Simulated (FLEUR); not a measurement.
# Ti: equation of state with PW91+U

The system is Ti.

```
Ti
1.0
     0.00000    2.03000    2.03000
     2.03000    0.00000    2.03000
     2.03000    2.03000    0.00000
Ti
1
Cartesian
  0.0000 0.0000 0.0000
```

This isn't the form of Ti at room conditions, which is hcp.

```json
{"Program": "FLEUR MaX-R8.1 (later development tree)", "Task": "equation of state", "Functional": "PW91", "Potentials or basis": "all-electron", "Basis": "FLAPW", "Kmax": "3.8 1/bohr", "k mesh": "11 × 11 × 11", "Occupations": "gaussian, width 0.05 eV", "Spin": "no spin polarisation", "Hubbard terms": "Ti d U = 4 eV, J = 0.9 eV"}
```

The equilibrium volume is 19.41 Å³/atom (rough: see the caveat). The bulk modulus is 75 GPa (rough).

Energy against volume, from the lowest point:
```
volume (Å³/atom)  energy (meV/atom)
          15.727             223.33
          16.062             167.28
          16.731              80.05
          17.400              21.19
          17.735               0.00
```

Caveat: the minimum lies outside the volumes run; the U is typed as a test and isn't derived for this compound.
